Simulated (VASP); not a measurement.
Wanted: the native input for a VASP 6.6.1 run.

| Quantity | Value |
| --- | --- |
| Task | band structure |
| Functional | HSE03 |
| Potentials or basis | VASP PAW PBE potentials, release 64 (Ag, Cl) |
| Cutoff | 520 eV |
| k mesh | 6 × 6 × 6 |
| Occupations | gaussian, width 0.02 eV |
| Spin | no spin polarisation |
| Ladder | free |
| Grid for exact exchange (PRECFOCK) | Fast |
| Further INCAR settings | ALGO = Normal; EDIFF = 1e-07; NBANDS = 16 |

Crystal: AgCl (Chlorargyrite).

```
Ag Cl
1.0
     0.00000    2.73500    2.73500
     2.73500    0.00000    2.73500
     2.73500    2.73500    0.00000
Ag Cl
1 1
Direct
  0.00000 0.00000 0.00000
  0.50000 0.50000 0.50000
```

One way to write it, as run:

POSCAR

```
AgCl
1.0
    0.0000000000      2.7350000000      2.7350000000
    2.7350000000      0.0000000000      2.7350000000
    2.7350000000      2.7350000000      0.0000000000
Ag Cl
1 1
Direct
    0.0000000000      0.0000000000      0.0000000000
    0.5000000000      0.5000000000      0.5000000000
```

INCAR.step1

```
SYSTEM = AgCl
PREC = Accurate
ENCUT = 520
EDIFF = 1E-5
ISMEAR = 0
SIGMA = 0.02
LREAL = .False.
LASPH = .True.
NELM = 60
ALGO = Normal
ISIF = 2
LWAVE = .True.
LCHARG = .False.
LMAXMIX = 4
NBANDS = 16
GGA = PE
KPAR = 4
```

INCAR.step2

```
SYSTEM = AgCl
PREC = Accurate
ENCUT = 520
EDIFF = 1E-7
ISMEAR = 0
SIGMA = 0.02
LREAL = .False.
LASPH = .True.
NELM = 60
ALGO = Normal
ISIF = 2
LWAVE = .False.
LCHARG = .False.
LMAXMIX = 4
GGA = PE
LHFCALC = .True.
HFSCREEN = 0.3
PRECFOCK = Fast
NBANDS = 16
ISTART = 1
KPAR = 4
```

KPOINTS

```
regular mesh
0
Gamma
  6 6 6
  0 0 0
```

KPOINTS_OPT

```
path GXWKGLUWLK,UX
8
line-mode
reciprocal
 0.0000000000  0.0000000000  0.0000000000  G
 0.5000000000  0.0000000000  0.5000000000  X

 0.5000000000  0.0000000000  0.5000000000  X
 0.5000000000  0.2500000000  0.7500000000  W

 0.5000000000  0.2500000000  0.7500000000  W
 0.3750000000  0.3750000000  0.7500000000  K

 0.3750000000  0.3750000000  0.7500000000  K
 0.0000000000  0.0000000000  0.0000000000  G

 0.0000000000  0.0000000000  0.0000000000  G
 0.5000000000  0.5000000000  0.5000000000  L

 0.5000000000  0.5000000000  0.5000000000  L
 0.6250000000  0.2500000000  0.6250000000  U

 0.6250000000  0.2500000000  0.6250000000  U
 0.5000000000  0.2500000000  0.7500000000  W

 0.5000000000  0.2500000000  0.7500000000  W
 0.5000000000  0.5000000000  0.5000000000  L

 0.5000000000  0.5000000000  0.5000000000  L
 0.3750000000  0.3750000000  0.7500000000  K

 0.6250000000  0.2500000000  0.6250000000  U
 0.5000000000  0.0000000000  0.5000000000  X
```

Potentials or basis: VASP PAW PBE potentials, release 64 (Ag, Cl).

Launch:

```bash
$ cat potpaw_PBE.64/Ag/POTCAR potpaw_PBE.64/Cl/POTCAR > POTCAR
$ cp INCAR.step1 INCAR
$ mpirun -np 4 vasp_std > vasp.out
$ cp INCAR.step2 INCAR
$ mpirun -np 4 vasp_std > vasp.out
```

It gave:

The pressure is 3.5 GPa and the band gap on the k mesh is 2.16 eV, indirect (least direct gap 4.57 eV). The band gap along the path is 2.16 eV, indirect (least direct gap 4.43 eV).

Caveat: the PAW data sets were made with another functional, which shifts forces and pressure a little.

Run time: 17 min on 4 MPI ranks on AMD EPYC 9R14 (Zen 4), on a shared host, peak memory 0.3 GiB a rank.
